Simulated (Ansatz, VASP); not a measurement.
## One calculation of Sn, two programs

Contents of INCAR:

```
SYSTEM = Sn
ALGO = Normal
EDIFF = 1E-6
ENCUT = 520
GGA = PS
ISIF = 2
ISMEAR = -1
LASPH = .TRUE.
LCHARG = .FALSE.
LREAL = .FALSE.
LWAVE = .FALSE.
NBANDS = 13
NELM = 80
PREC = Accurate
SIGMA = 0.05
```

KPOINTS

```
k-points
0
G
  10 10 10
  0 0 0
```

The input POSCAR:

```
Sn
1.0
   -2.0291894110      2.0291894110      1.6607599896
    2.0291894110     -2.0291894110      1.6607599896
    2.0291894110      2.0291894110     -1.6607599896
Sn
1
Direct
    0.0000000000      0.0000000000      0.0000000000
```

input.yaml

```yaml
crystal:
  lattice:
    - [-2.029189411, 2.029189411, 1.6607599896]
    - [2.029189411, -2.029189411, 1.6607599896]
    - [2.029189411, 2.029189411, -1.6607599896]
  atoms:
    - { symbol: Sn, position: [0.0, 0.0, 0.0] }
kpoints:
  mp_grid: { grid: [10, 10, 10] }
  band_path:
    path:
      - [0.0, 0.0, 0.0]
      - [0.0, 0.0, 0.5]
      - [-0.5, 0.5, 0.5]
      - [0.0, 0.0, 0.0]
      - [0.4174590337, 0.4174590337, -0.4174590337]
      - [0.25, 0.25, 0.25]
      - [0.0, 0.5, 0.0]
      - [-0.4174590337, 0.5825409663, 0.4174590337]
    npoints: 6
scf:
  occupations: { method: fermi_dirac, width: 0.05 }
hamiltonian:
  xc: pbesol
  pseudopotentials: { kind: all_electron, lapw: { basis_error: 0.001 } }
output:
  forces: true
  stress: true
  eigenvalues: true
```

Alike in both runs: functional PBEsol; k mesh 10 × 10 × 10; occupations fermi-dirac, width 0.05 eV; no spin polarisation.

```csv
,VASP,Ansatz
version,VASP 6.6.1,Ansatz 0.2.0
potentials or method,"VASP PAW PBE potentials, release 64 (Sn_d)","all-electron LAPW, scalar-relativistic"
plane-wave cutoff (eV),520,see its input
task,single point,band structure
```

```tsv
	VASP	Ansatz	Ansatz less VASP
gap on the k mesh at the Fermi level (eV)	none	none	-
pressure (GPa)	-2.0	-1.9	+0.05
largest component of the traceless stress (GPa)	0.70	0.70	+0.001
```

A gap of «none» marks a metal or a gap that the smearing closes. Ansatz ran all-electron here, so the differences hold the error of VASP's frozen core and of both bases.

Caveats: the PAW data sets were made with another functional, which shifts forces and pressure a little (VASP); spin-orbit coupling is left out, which moves the levels of the heavy elements (Ansatz).
